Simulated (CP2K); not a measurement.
Runs of CP2K 2026.2 on Mo. The typed cell holds 1 atom: a = 2.785 Å, b = 2.985 Å, c = 2.927 Å, α = 59.76°, β = 54.74°, γ = 58.94°. This isn't the form of Mo at room conditions, which is bcc.

| potentials or basis | basis sets | potentials | ADDED_MOS | gap on the mesh (eV) | pressure (GPa) |
| --- | --- | --- | --- | --- | --- |
| GTH_POTENTIALS Mo GTH-PBE-q14; DZVP-MOLOPT-SR-GTH basis | Mo DZVP-MOLOPT-SR-GTH-q14 | Mo GTH-PBE-q14 of GTH_POTENTIALS | [11] | none | -1.7 |
| POTENTIAL_UZH Mo GTH-PBE-q14; DZVP-MOLOPT-PBE-GTH basis | Mo DZVP-MOLOPT-PBE-GTH-q14 | Mo GTH-PBE-q14 of POTENTIAL_UZH | [11] | none | 0.9 |
| POTENTIAL_UZH Mo GTH-PBE-q14; TZVP-MOLOPT-PBE-GTH basis | Mo TZVP-MOLOPT-PBE-GTH-q14 | Mo GTH-PBE-q14 of POTENTIAL_UZH | [11] | none | 0.5 |
| GTH_POTENTIALS Mo GTH-PBE-q14; TZVP-MOLOPT-SR-GTH basis | Mo TZVP-MOLOPT-SR-GTH-q14 | Mo GTH-PBE-q14 of GTH_POTENTIALS | [11] | none | -0.5 |
| GTH_POTENTIALS Mo GTH-PBE-q14; SZV-MOLOPT-SR-GTH basis | Mo SZV-MOLOPT-SR-GTH-q14 | Mo GTH-PBE-q14 of GTH_POTENTIALS | [3] | none | (a) |
| POTENTIAL_UZH Mo GTH-PBE-q14; ccGRB-D basis | Mo ccGRB-D-q14 | Mo GTH-PBE-q14 of POTENTIAL_UZH | [11] | none | 0.9 |

Alike in all rows: task single point; level PBE; no spin polarisation; cell as given; k mesh 12 × 11 × 12; smearing fermi-dirac 0.05 eV.

Estimate the missing entries.

(a) 0.2.

Caveats: the basis of atomic orbitals isn't converged, which shifts pressures, moduli and gaps; a minimal basis gives rough bond lengths, pressures and levels (some runs).

A k mesh can miss the band edges, and the runs leave out spin-orbit coupling on Mo.

A gap of «none» marks a metal or a gap under the smearing width.
